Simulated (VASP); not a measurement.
# KBr (Pm-3m) in VASP: further runs

One crystal, KBr, is run at these levels: PBE; tasks: single point.

All numbers are computed with VASP 6.6.1; they aren't measurements. Logs are shortened: lines on timing, memory, paths and dates and some standing lists are left out, and cuts for length are marked.

## 1. The structure

Symmetry: Pm-3m, No. 221, cubic system. The conventional cell has a = 4.043 Å, b = 4.043 Å, c = 4.043 Å, α = 90.00°, β = 90.00°, γ = 90.00°. Br (site symmetry m-3m) has 8 K at 3.50 Å as nearest neighbours. Around K (site symmetry m-3m) lie 8 Br at 3.50 Å.

Measurements of this composition are mostly on another form, of space group No. 225.

## 2. Single point, PBE

The input, INCAR:

```
  PREC = Accurate
  ENCUT = 450
  EDIFF = 1E-6
  ISMEAR = 0
  SIGMA = 0.05
  LREAL = False
  LASPH = True
  NELM = 100
  ALGO = Normal
  ISIF = 2
  LWAVE = False
  LCHARG = False
  GGA = PE
  NBANDS = 14
  ADDGRID = False
```

The input, KPOINTS:

```
Automatic mesh
0
Gamma
  6 6 6
```

The input, POSCAR:

```
KBr
1.0
    4.0434990000      0.0000000000      0.0000000000
    0.0000000000      4.0434990000      0.0000000000
    0.0000000000      0.0000000000      4.0434990000
Br K
1 1
Direct
    0.5000000000      0.5000000000      0.5000000000
    0.0000000000      0.0000000000      0.0000000000
```

Potentials or basis: VASP PAW PBE potentials, release 64 (Br, K_pv).

Launch:

```bash
$ cat potpaw_PBE.64/Br/POTCAR potpaw_PBE.64/K_pv/POTCAR > POTCAR
$ mpirun -np 1 vasp_std > vasp.out
```

OUTCAR:

```text
PREC = Accurate
   ENCUT = 450
   EDIFF = 1E-6
   ISMEAR = 0
   LREAL = False
   LASPH = True
   NELM = 100
   ISIF = 2
   GGA = PE

 Found     20 irreducible k-points:

 Following reciprocal coordinates:
            Coordinates               Weight
  0.000000  0.000000  0.000000      1.000000
  0.166667  0.000000  0.000000      6.000000
  0.333333  0.000000  0.000000      6.000000
  0.500000  0.000000  0.000000      3.000000
  0.166667  0.166667  0.000000     12.000000
  0.333333  0.166667  0.000000     24.000000
   k-points           NKPTS =     20   k-points in BZ     NKDIM =     20   number of bands    NBANDS=     14
   number of dos      NEDOS =    301   number of ions     NIONS =      2
   total plane-waves  NPLWV =  21952
   dimension x,y,z NGX =    28 NGY =   28 NGZ =   28
   dimension x,y,z NGXF=    56 NGYF=   56 NGZF=   56
   ions per type =               1   1
   NGX,Y,Z   is equivalent  to a cutoff of  11.51, 11.51, 11.51 a.u.
   NGXF,Y,Z  is equivalent  to a cutoff of  23.02, 23.02, 23.02 a.u.
 SYSTEM =  unknown system
   PREC   = accura    normal or accurate (medium, high low for compatibility)
   ISTART =      0    job   : 0-new  1-cont  2-samecut
   ICHARG =      2    charge: 1-file 2-atom 10-const
   ISPIN  =      1    spin polarized calculation?
   LNONCOLLINEAR =      F non collinear calculations
   LSORBIT =      F    spin-orbit coupling
   LASPH  =      T    aspherical Exc in radial PAW
   ENCUT  =  450.0 eV  33.07 Ry    5.75 a.u.   6.99  6.99  6.99*2*pi/ulx,y,z
   NELM   =    100;   NELMIN=  2; NELMDL= -5     # of ELM steps
   EDIFF  = 0.1E-05   stopping-criterion for ELM
[... 18 lines left out ...]
     AMIX     =   0.40;   BMIX     =  1.00
     AMIX_MAG =   1.60;   BMIX_MAG =  1.00
  volume/ion in A,a.u.               =      33.06       223.07
  Fermi-wavevector in a.u.,A,eV,Ry     =   0.975799  1.843992 12.955234  0.952183
  Thomas-Fermi vector in A             =   2.106367
   LORBIT       =      0    0 simple, 1 ext, 2 COOP (PROOUT), +10 PAW based schemes
   GGA     = PE    functional components
[... 5 lines left out ...]
 non-spin polarized calculation
 Gauss-broadening in eV      SIGMA  =   0.05
  energy-cutoff  :      450.00
  volume of cell :       66.11
 maximum number of plane-waves:      1472
 NGX is ok and might be reduce to    28
   NGX = 13   NGY = 13   NGZ = 13

 number of electron      13.9999998 magnetization

 Free energy of the ion-electron system (eV)
  ---------------------------------------------------
  ext. energy  EPLUGINS =         0.00000000
  ---------------------------------------------------
  free energy    TOTEN  =        -6.04159350 eV

  energy without entropy =       -6.04159350  energy(sigma->0) =       -6.04159350

 E-fermi :  -1.6875     XC(G=0):  -7.7942

 val. band max:       -1.9576620404   @ k =   0.5000   0.5000   0.0000
 cond. band min:       1.8992738738   @ k =   0.0000   0.0000   0.0000
 fundamental gap:      3.8569359142
 Fermi energy:        -1.6875032315

 k-point     1 :       0.0000    0.0000    0.0000
  band No.  band energies     occupation
      1     -14.7403      2.00000
      2     -14.0389      2.00000
      3     -14.0389      2.00000
      4     -14.0389      2.00000
      5      -2.2191      2.00000
      6      -2.2191      2.00000
      7      -2.2191      2.00000
      8       1.8993      0.00000
      9       3.8932      0.00000
     10       3.8932      0.00000
     11       7.8468      0.00000
     12       7.8468      0.00000
     13       7.8468      0.00000
     14      10.5884      0.00000

 k-point     2 :       0.1667    0.0000    0.0000
  band No.  band energies     occupation
      1     -14.7863      2.00000
      2     -14.0341      2.00000
      3     -14.0341      2.00000
      4     -13.9869      2.00000
      5      -2.7602      2.00000
      6      -2.2118      2.00000
      7      -2.2118      2.00000
      8       2.5200      0.00000
      9       4.1059      0.00000
     10       4.4488      0.00000
     11       7.7559      0.00000
     12       7.7559      0.00000
     13       7.9742      0.00000
     14       9.5471      0.00000

 k-point     3 :       0.3333    0.0000    0.0000
  band No.  band energies     occupation
      1     -14.8706      2.00000
      2     -14.0245      2.00000
      3     -14.0245      2.00000
      4     -13.8874      2.00000
      5      -3.5708      2.00000
      6      -2.1976      2.00000
      7      -2.1976      2.00000
      8       3.7020      0.00000
      9       4.6981      0.00000
     10       5.4886      0.00000
     11       7.7192      0.00000
     12       7.7192      0.00000
     13       7.9098      0.00000
     14       8.2730      0.00000

 k-point     4 :       0.5000    0.0000    0.0000
  band No.  band energies     occupation
      1     -14.9101      2.00000
      2     -14.0197      2.00000
      3     -14.0197      2.00000
      4     -13.8386      2.00000
      5      -3.9039      2.00000
      6      -2.1907      2.00000
      7      -2.1907      2.00000
      8       4.5313      0.00000
      9       5.2328      0.00000
     10       5.6992      0.00000
     11       6.9835      0.00000
     12       7.8435      0.00000
     13       7.8435      0.00000
     14       8.4576      0.00000

 k-point     5 :       0.1667    0.1667    0.0000
  band No.  band energies     occupation
      1     -14.7931      2.00000
      2     -14.0742      2.00000
      3     -14.0296      2.00000
      4     -13.9370      2.00000
      5      -2.8237      2.00000
      6      -2.5735      2.00000
      7      -2.1927      2.00000
      8       3.0274      0.00000
      9       4.4148      0.00000
     10       4.7976      0.00000
     11       7.3004      0.00000
     12       7.5187      0.00000
     13       8.3125      0.00000
     14       9.5284      0.00000

 k-point     6 :       0.3333    0.1667    0.0000
  band No.  band energies     occupation
      1     -14.8187      2.00000
      2     -14.0770      2.00000
      3     -14.0206      2.00000
      4     -13.8999      2.00000
      5      -3.4701      2.00000
      6      -2.5710      2.00000
      7      -2.1546      2.00000
      8       3.9697      0.00000
      9       4.7548      0.00000
     10       5.6933      0.00000
     11       7.0521      0.00000
     12       7.2431      0.00000
     13       7.9568      0.00000
     14       8.5682      0.00000

 [... further k-points ...]

------------------------ aborting loop because EDIFF is reached ----------------------------------------

  FORCE on cell =-STRESS in cart. coord.  units (eV):
  Direction    XX          YY          ZZ          XY          YZ          ZX
  --------------------------------------------------------------------------------------
  -------------------------------------------------------------------------------------
  Total        0.0471844      0.0471844      0.0471844      0.0000000     -0.0000000      0.0000000
  in kB        1.1435032      1.1435032      1.1435032      0.0000000     -0.0000000      0.0000000
  external PRESSURE =       1.1435032 kB  Pullay stress =       0.0000000 kB

 VOLUME and BASIS-vectors are now :
 -----------------------------------------------------------------------------
  energy-cutoff  :      450.00
  volume of cell :       66.11
      direct lattice vectors                 reciprocal lattice vectors
     4.043499000  0.000000000  0.000000000     0.247310559  0.000000000  0.000000000
     0.000000000  4.043499000  0.000000000     0.000000000  0.247310559  0.000000000
     0.000000000  0.000000000  4.043499000     0.000000000  0.000000000  0.247310559

 POSITION                                       TOTAL-FORCE (eV/Angst)
 -----------------------------------------------------------------------------------
      2.02175      2.02175      2.02175         0.000000      0.000000      0.000000
      0.00000      0.00000      0.00000         0.000000      0.000000      0.000000
 -----------------------------------------------------------------------------------
    total drift:                               -0.000000      0.000000      0.000000

  FREE ENERGIE OF THE ION-ELECTRON SYSTEM (eV)
  ---------------------------------------------------
  free  energy   TOTEN  =        -6.0415935018 eV

  energy  without entropy=       -6.0415935018  energy(sigma->0) =       -6.04159350
```

Wall time 6.2 s (1 thread of Intel Xeon Platinum 8488C (Sapphire Rapids), shared host); peak memory 0.16 GiB.

These settings aren't checked as converged: the numbers below hold their error.

What came out:

```
Free energy            : -6.0416 eV
Pressure               : 0.1 GPa
Band gap on the k mesh : 3.86 eV, indirect (least direct gap 4.12 eV)
```

## 3. Single point, PBE

INCAR, as its differences from that of step 2:

```diff
@@ -1,3 +1,3 @@
   PREC = Accurate
-  ENCUT = 450
+  ENCUT = 350
   EDIFF = 1E-6
```

The input, KPOINTS:

```
Automatic mesh
0
Gamma
  7 7 7
```

POSCAR is that of step 2.

Potentials or basis: VASP PAW PBE potentials, release 64 (Br, K_pv).

Launch:

```bash
$ cat potpaw_PBE.64/Br/POTCAR potpaw_PBE.64/K_pv/POTCAR > POTCAR
$ mpirun -np 1 vasp_std > vasp.out
```

Run time: 6.1 s. Hardware: 1 thread of Intel Xeon Platinum 8488C (Sapphire Rapids), shared host; peak memory 0.16 GiB.

The run converged, but some of its settings lie outside the range that counts as converged, so its numbers aren't taken as properties of the crystal.

What came out:

| Item | Value |
| --- | --- |
| Free energy | -6.0414 eV |
| Pressure | 0.1 GPa |
| Band gap on the k mesh | 3.88 eV, indirect (least direct gap 4.12 eV) |

Caveat: an odd mesh through Γ misses points on the zone boundary, where band edges often lie.

## 4. Single point, PBE

INCAR, as its differences from that of step 3:

```diff
@@ -1,3 +1,3 @@
   PREC = Accurate
-  ENCUT = 350
+  ENCUT = 700
   EDIFF = 1E-6
```

The input, KPOINTS:

```
Automatic mesh
0
Gamma
  5 5 5
```

POSCAR is that of step 3.

Potentials or basis: VASP PAW PBE potentials, release 64 (Br, K_pv).

Launch:

```bash
$ cat potpaw_PBE.64/Br/POTCAR potpaw_PBE.64/K_pv/POTCAR > POTCAR
$ mpirun -np 1 vasp_std > vasp.out
```

OUTCAR:

```text
PREC = Accurate
   ENCUT = 700
   EDIFF = 1E-6
   ISMEAR = 0
   LREAL = False
   LASPH = True
   NELM = 100
   ISIF = 2
   GGA = PE

 Found     10 irreducible k-points:

 Following reciprocal coordinates:
            Coordinates               Weight
  0.000000  0.000000  0.000000      1.000000
  0.200000  0.000000  0.000000      6.000000
  0.400000  0.000000  0.000000      6.000000
  0.200000  0.200000  0.000000     12.000000
  0.400000  0.200000  0.000000     24.000000
  0.400000  0.400000  0.000000     12.000000
   k-points           NKPTS =     10   k-points in BZ     NKDIM =     10   number of bands    NBANDS=     14
   number of dos      NEDOS =    301   number of ions     NIONS =      2
   total plane-waves  NPLWV =  46656
   dimension x,y,z NGX =    36 NGY =   36 NGZ =   36
   dimension x,y,z NGXF=    72 NGYF=   72 NGZF=   72
   ions per type =               1   1
   NGX,Y,Z   is equivalent  to a cutoff of  14.80, 14.80, 14.80 a.u.
   NGXF,Y,Z  is equivalent  to a cutoff of  29.60, 29.60, 29.60 a.u.
 SYSTEM =  unknown system
   PREC   = accura    normal or accurate (medium, high low for compatibility)
   ISTART =      0    job   : 0-new  1-cont  2-samecut
   ICHARG =      2    charge: 1-file 2-atom 10-const
   ISPIN  =      1    spin polarized calculation?
   LNONCOLLINEAR =      F non collinear calculations
   LSORBIT =      F    spin-orbit coupling
[... 72 lines left out ...]
     11       7.8466      0.00000
     12       7.8466      0.00000
     13       7.8466      0.00000
     14      10.5885      0.00000
[... 71 lines left out ...]
      1     -14.6075      2.00000
      2     -14.1668      2.00000
      3     -14.0636      2.00000
      4     -14.0084      2.00000
      5      -3.3511      2.00000
      6      -3.2599      2.00000
      7      -2.0021      2.00000
      8       3.5761      0.00000
      9       4.6085      0.00000
     10       6.2536      0.00000
     11       6.4717      0.00000
     12       7.5453      0.00000
     13       7.6130      0.00000
     14       9.3548      0.00000

 [... further k-points ...]

------------------------ aborting loop because EDIFF is reached ----------------------------------------

  FORCE on cell =-STRESS in cart. coord.  units (eV):
  Direction    XX          YY          ZZ          XY          YZ          ZX
  --------------------------------------------------------------------------------------
  -------------------------------------------------------------------------------------
  Total        0.0560197      0.0560197      0.0560197     -0.0000000      0.0000000     -0.0000000
  in kB        1.3576224      1.3576224      1.3576224     -0.0000000      0.0000000     -0.0000000
  external PRESSURE =       1.3576224 kB  Pullay stress =       0.0000000 kB

 VOLUME and BASIS-vectors are now :
 -----------------------------------------------------------------------------
  energy-cutoff  :      700.00
  volume of cell :       66.11
      direct lattice vectors                 reciprocal lattice vectors
     4.043499000  0.000000000  0.000000000     0.247310559  0.000000000  0.000000000
     0.000000000  4.043499000  0.000000000     0.000000000  0.247310559  0.000000000
     0.000000000  0.000000000  4.043499000     0.000000000  0.000000000  0.247310559

 POSITION                                       TOTAL-FORCE (eV/Angst)
 -----------------------------------------------------------------------------------
      2.02175      2.02175      2.02175         0.000000      0.000000      0.000000
      0.00000      0.00000      0.00000         0.000000      0.000000      0.000000
 -----------------------------------------------------------------------------------
    total drift:                                0.000000      0.000000      0.000000

  FREE ENERGIE OF THE ION-ELECTRON SYSTEM (eV)
  ---------------------------------------------------
  free  energy   TOTEN  =        -6.0410697420 eV

  energy  without entropy=       -6.0410697420  energy(sigma->0) =       -6.04106974
```

stdout:

```text
POSCAR found type information on POSCAR BrK
 POSCAR found :  2 types and       2 ions
 scaLAPACK will be used
 LDA part: xc-table for (Slater+PW92), standard interpolation
 POSCAR, INCAR and KPOINTS ok, starting setup
 FFT: planning ... GRIDC
 FFT: planning ... GRID_SOFT
 FFT: planning ... GRID
 WAVECAR not read
 entering main loop
```

Wall time 7.2 s (1 thread of Intel Xeon Platinum 8488C (Sapphire Rapids), shared host); peak memory 0.21 GiB.

These settings aren't checked as converged: the numbers below hold their error.

Results:

| Quantity | Value |
| --- | --- |
| Free energy | -6.0411 eV |
| Pressure | 0.1 GPa |
| Band gap on the k mesh | 3.90 eV, indirect (least direct gap 4.12 eV) |

Caveat: an odd mesh through Γ misses points on the zone boundary, where band edges often lie.

## 5. Single point, PBE

INCAR, as its differences from that of step 4:

```diff
@@ -1,3 +1,3 @@
   PREC = Accurate
-  ENCUT = 700
+  ENCUT = 400
   EDIFF = 1E-6
```

The input, KPOINTS:

```
Automatic mesh
0
Gamma
  7 7 7
```

POSCAR is that of step 4.

Launch:

```bash
$ cat potpaw_PBE.64/Br/POTCAR potpaw_PBE.64/K_pv/POTCAR > POTCAR
$ mpirun -np 1 vasp_std > vasp.out
```

It took 6.5 s on 1 thread of Intel Xeon Platinum 8488C (Sapphire Rapids), shared host; peak memory 0.16 GiB.

The run converged, but some of its settings lie outside the range that counts as converged, so its numbers aren't taken as properties of the crystal.

What came out:

* Free energy: -6.0415 eV
* Pressure: 0.1 GPa
* Band gap on the k mesh: 3.88 eV, indirect (least direct gap 4.12 eV)

Caveat: an odd mesh through Γ misses points on the zone boundary, where band edges often lie.

## 6. For comparison

An earlier run on the cell as given: functional PBE; potentials or basis VASP PAW PBE potentials, release 64 (Br, K_sv); cutoff 520 eV; k mesh 7 × 7 × 7; occupations fermi-dirac, width 0.05 eV; no spin polarisation.

* Pressure: 0.0 GPa
* Band gap on the k mesh: 3.89 eV, indirect (least direct gap 4.12 eV)
